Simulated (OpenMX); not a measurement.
The system is Al.

```
Al
1.0
     0.00000    2.02481    2.02481
     2.02481    0.00000    2.02481
     2.02481    2.02481    0.00000
Al
1
Direct
  0.00000 0.00000 0.00000
```

Base run:

| Quantity | Value |
| --- | --- |
| Program | OpenMX 3.8.5 |
| Functional | PBE |
| Potentials or basis | OpenMX 2013 PBE set, Al7.0-s2p2d1, grid cutoff 300 Ry |
| k mesh | 9 × 9 × 9 |
| Occupations | fermi-dirac, width 0.05 eV |
| Spin | no spin polarisation |

Its results: pressure -1.6 GPa.

Question: The run is repeated on the same cell with these changes: potentials or basis from OpenMX 2013 PBE set, Al7.0-s2p2d1, grid cutoff 300 Ry to OpenMX 2013 PBE set, Al7.0-s2p1d1, grid cutoff 300 Ry. What comes out?

Answer: Pressure -0.6 GPa.

Caveats: the basis of atomic orbitals isn't converged, which shifts pressures, moduli and gaps.
